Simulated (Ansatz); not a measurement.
Cu Kα1 powder pattern (kinematic, no thermal factors).
2θ (°) (relative intensity): 25.66 (96), 29.72 (100), 42.52 (76), 50.33 (51), 52.74 (27), 61.71 (13), 67.95 (22), 69.97 (35), 77.82 (27), 83.55 (17)

The pattern is computed from a structure relaxed with DFT PBE, scalar-relativistic, plane waves, PAW in Ansatz 0.2.0. No spin polarisation. Its elements are Pb, S.

Give the structure.

PbS.
Space group Fm-3m (No. 225). a = 6.008 Å, b = 6.008 Å, c = 6.008 Å, α = 90.00°, β = 90.00°, γ = 90.00°
| atom | site | symmetry | x | y | z |
| --- | --- | --- | --- | --- | --- |
| Pb | 4b | m-3m | 0.0000 | 0.5000 | 0.0000 |
| S | 4a | m-3m | 0.0000 | 0.0000 | 0.0000 |

A pattern alone doesn't exclude other cells with like lines; this is the one computed.

The cell was reached from a generator's guess, though it ends in a space group that the Crystallography Open Database lists for this formula.
